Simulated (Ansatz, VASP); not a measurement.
# Ti in VASP and in Ansatz

```
CELL_PARAMETERS angstrom
0.00000 2.04344 2.04344
2.04344 0.00000 2.04344
2.04344 2.04344 0.00000
ATOMIC_POSITIONS crystal
Ti 0.00000 0.00000 0.00000
```

Change from the starting cell: volume scaled by 1.02.

Alike in both runs: task single point; functional LDA; k mesh 11 × 11 × 11; occupations fermi-dirac, width 0.05 eV; no spin polarisation.

|  | VASP | Ansatz |
| --- | --- | --- |
| version | VASP 6.6.1 | Ansatz 0.2.0 |
| potentials or method | VASP PAW LDA potentials, release 64 (Ti_sv), cutoff 520 eV | all-electron LAPW, scalar-relativistic |

|  | VASP | Ansatz | Ansatz less VASP |
| --- | --- | --- | --- |
| gap on the k mesh at the Fermi level (eV) | none | none | - |
| pressure (GPa) | -7.4 | -7.1 | +0.26 |

A gap of «none» marks a metal or a gap that the smearing closes. Ansatz ran all-electron here, so the differences hold the error of VASP's frozen core and of both bases.
